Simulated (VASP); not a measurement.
Runs of VASP 6.6.1 on TiSe2. Symmetry: P-3m1, No. 164, trigonal system. Conventional cell: a = 3.482 Å, b = 3.482 Å, c = 5.859 Å, α = 90.00°, β = 90.00°, γ = 120.00°. Ti (site symmetry -3m) is surrounded by 6 Se at 2.54 Å. Se (site symmetry 3m) is surrounded by 3 Ti at 2.54 Å. 

```tsv
task	level	potentials or basis	spin	cell	k mesh	cutoff (eV)	target pressure	gap on the mesh (eV)	pressure (GPa)	relaxed volume (Å³/atom)	largest force (eV/Å)
relaxation of cell and atoms	PBE+D3(BJ)	VASP PAW PBE potentials, release 64 (Ti_sv, Se)	off	relaxed	12 × 12 × 6	600	-	none	0.0	20.52	-
relaxation of cell and atoms	LDA	VASP PAW LDA potentials, release 64 (Ti_sv, Se)	off	relaxed	12 × 12 × 6	600	-	none	0.0	19.82	-
relaxation of cell and atoms	optB86b-vdW	VASP PAW PBE potentials, release 64 (Ti_sv, Se)	off	relaxed	12 × 12 × 6	600	-	none	0.0	21.45	-
relaxation of cell and atoms	PBE	VASP PAW PBE potentials, release 64 (Ti_sv, Se)	off	relaxed	12 × 12 × 6	600	-	none	0.0	24.27	-
relaxation of cell and atoms	PBE+D3(BJ)	VASP PAW PBE potentials, release 64 (Ti_sv, Se)	off	relaxed to 3.12 GPa	12 × 12 × 6	600	3.12 GPa	none	3.1	-	-
band structure	LDA	VASP PAW LDA potentials, release 64 (Ti_sv, Se)	off	P-3m1, 20.52 Å³/atom	12 × 12 × 6	520	-	-	(c)	-	(b)
relaxation of cell and atoms	PBE	VASP PAW PBE potentials, release 64 (Ti, Se)	off	relaxed	6 × 6 × 3	300	-	none	0.0	23.88	-
band structure	PBE	VASP PAW PBE potentials, release 64 (Ti_sv, Se)	SOC, no magnetisation	P-3m1, 20.52 Å³/atom	9 × 9 × 4	520	-	-	3.5	-	(a)
```

Alike in all rows: smearing methfessel-paxton 0.1 eV.

Q: Estimate the missing entries.

A: (a) 0.02; (b) 0.31; (c) -3.0.

Caveats: this functional lacks dispersion, which binds the layers, so the pressure and a relaxed spacing across them are unreliable (some runs); pairwise dispersion overbinds metals, which lowers pressure and volume (some runs); the PAW data sets were made with another functional, which shifts forces and pressure a little (some runs); the volume moved by +12 % from the deposited cell, more than functionals usually miss (some runs); the cell is relaxed towards a set pressure, so the enthalpy falls and the energy may rise (some runs); the volume moved by +10 % from the deposited cell, more than functionals usually miss (some runs).

A k mesh can miss the band edges, and rows without SOC leave out spin-orbit coupling on Se.

A gap of «none» marks a metal or a gap under the smearing width.

The runs don't all hold the same shells in valence.
